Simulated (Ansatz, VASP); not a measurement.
KF: VASP beside Ansatz

```xyz
2
Lattice="2.9035 0.0000 0.0000 0.0000 2.9035 0.0000 0.0000 0.0000 4.1056" Properties=species:S:1:pos:R:3 pbc="T T T"
K     0.0000    0.0000    0.0000
F     1.4518    1.4518    2.0528
```

Alike in both runs: task single point; functional LDA; k mesh 8 × 8 × 8; occupations gaussian, width 0.05 eV; no spin polarisation.

|  | VASP | Ansatz |
| --- | --- | --- |
| version | VASP 6.6.1 | Ansatz 0.2.0 |
| potentials or method | VASP PAW LDA potentials, release 64 (K_sv, F) | scalar-relativistic, plane waves, PAW |
| plane-wave cutoff (eV) | 520 | 420 |
| valence electrons in the cell | 16 | 16 |

Ansatz gave:

```
gap on the k mesh at the Fermi level (eV)       : 4.11
least direct gap on the mesh (eV)               : 4.24
pressure (GPa)                                  : -5.3
largest component of the traceless stress (GPa) : 22.78
```

Question: Estimate VASP's values.

Answer: gap on the k mesh at the Fermi level (eV): 4.09; least direct gap on the mesh (eV): 4.22; pressure (GPa): -5.2; largest component of the traceless stress (GPa): 22.82.

A k mesh can miss the band edges.
